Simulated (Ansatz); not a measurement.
**Is this SiMo₃ structure stable?**

It was relaxed at this level from a cell as deposited in COD.

The calculation used Ansatz 0.2.0, DFT PBE, scalar-relativistic, plane waves, PAW. Plane waves to 420 eV, an 8×8×8 mesh through Γ for the 8-atom cell and 0.10 eV Gaussian smearing; no spin polarisation.

Space group Pm-3n (No. 223). a = 4.906 Å, b = 4.906 Å, c = 4.906 Å, α = 90.00°, β = 90.00°, γ = 90.00°
```tsv
atom	site	symmetry	x	y	z
Si	2a	m-3.	0.0000	0.0000	0.0000
Mo	6c	-4m.2	0.2500	0.0000	0.5000
```

Energies over the elements count from the elements' standard structures at the same level, with no fitted energy shifts.

Q: These tests were run: energy against the elements; random kick, then relaxation without symmetry; phonons at Γ; elastic tensor. What do they show?

A:

```json
{"test": "energy against the elements", "result": "−0.32 eV/atom"}
{"test": "random kick, then relaxation without symmetry", "result": "returns"}
{"test": "phonons at Γ", "result": "lowest optical mode 141 cm⁻¹"}
{"test": "elastic tensor", "result": "least eigenvalue 111 GPa"}
```

It fails none of these tests. Competing phases weren't compared here. Phonons away from Γ weren't computed.

The kick test ran on a coarse mesh. The run for the phonons used an 8×8×8 k mesh and Fermi–Dirac smearing of 0.15 eV. The run for the elastic tensor used an 8×8×8 k mesh and Fermi–Dirac smearing of 0.15 eV.
